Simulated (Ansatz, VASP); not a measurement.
# GaN: VASP beside Ansatz

The input INCAR:

```
  PREC = Accurate
  ENCUT = 520
  EDIFF = 1E-6
  ISMEAR = 0
  SIGMA = 0.01
  LREAL = False
  LASPH = True
  NELM = 60
  ALGO = Normal
  ISIF = 2
  LWAVE = False
  LCHARG = False
  GGA = CA
  NBANDS = 16
```

File KPOINTS:

```
Automatic mesh
0
Gamma
  10 10 10
```

POSCAR

```
GaN
1.0
    0.0000000000      2.2489526313      2.2489526313
    2.2489526313      0.0000000000      2.2489526313
    2.2489526313      2.2489526313      0.0000000000
Ga N
1 1
Direct
    0.0000000000      0.0000000000      0.0000000000
    0.7500000000      0.7500000000      0.7500000000
```

Input for Ansatz:

```yaml
crystal:
  lattice:
    - [0.0, 2.2489526313, 2.2489526313]
    - [2.2489526313, 0.0, 2.2489526313]
    - [2.2489526313, 2.2489526313, 0.0]
  atoms:
    - { symbol: Ga, position: [0.0, 0.0, 0.0] }
    - { symbol: "N", position: [0.75, 0.75, 0.75] }
kpoints:
  mp_grid: { grid: [10, 10, 10] }
  band_path:
    path:
      - [0.0, 0.0, 0.0]
      - [-0.5, -0.5, 0.0]
      - [-0.375, -0.375, 0.25]
      - [-0.375, 0.0, 0.375]
      - [0.0, 0.0, 0.5]
      - [-0.5, -0.25, 0.25]
    npoints: 1
hamiltonian:
  xc: lda
scf:
  occupations: { method: fixed }
  n_extra_bands: 4
output:
  forces: true
  stress: true
  eigenvalues: true
```

Alike in both runs: task single point; functional LDA; k mesh 10 × 10 × 10; no spin polarisation.

|  | VASP | Ansatz |
| --- | --- | --- |
| version | VASP 6.6.1 | Ansatz 0.2.0 |
| potentials or method | VASP PAW LDA potentials, release 64 (Ga_d, N) | plane waves, PAW |
| plane-wave cutoff (eV) | 520 | 420 |
| occupations | gaussian, width 0.01 eV | fixed |
| valence electrons in the cell | 18 | 18 |

VASP gave:

* gap on the k mesh at the Fermi level (eV): 1.79
* pressure (GPa): -4.4

**Question.** Estimate Ansatz's values.

**Answer.** gap on the k mesh at the Fermi level (eV): 1.77; pressure (GPa): -5.4.
